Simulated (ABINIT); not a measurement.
Crystal: BAs.

```
As B
1.0
     0.00000    2.38850    2.38850
     2.38850    0.00000    2.38850
     2.38850    2.38850    0.00000
As B
1 1
Cartesian
  3.5827 3.5827 3.5827
  0.0000 0.0000 0.0000
```

```yaml
Program: ABINIT 10.8.3 (patched build)
Task: single point
Functional: PBE
Potentials_or_basis: JTH PAW PBE v2.0
Cutoff: 408 eV
k_mesh: 10 × 10 × 10
Occupations: fermi-dirac, width 0.05 eV
Spin: no spin polarisation
```

On this cell: pressure 2.8 GPa; largest force zero by symmetry; band gap on the k mesh 1.18 eV, indirect (least direct gap 3.27 eV).

The same run follows on a disturbed copy (atoms moved at random, drawn with an rms of 0.05 Å):

```
As B
1.0
     0.00000    2.38850    2.38850
     2.38850    0.00000    2.38850
     2.38850    2.38850    0.00000
As B
1 1
Direct
  0.74962 0.74959 0.73170
  0.00331 0.97773 0.98514
```

Q: What does the disturbed cell give?

A: The energy moves by +16.4 meV/atom; pressure 3.1 GPa; largest force 0.997 eV/Å; band gap on the k mesh 0.65 eV, indirect (least direct gap 2.39 eV).

Forces on the atoms (eV/Å):
```
As  -0.697  0.194 -0.686
B    0.697 -0.194  0.686
```

Stress tensor (GPa, compression positive):
```
 3.01  1.75 -0.45
 1.75  3.16  1.80
-0.45  1.80  2.99
```

A k mesh can miss the band edges.
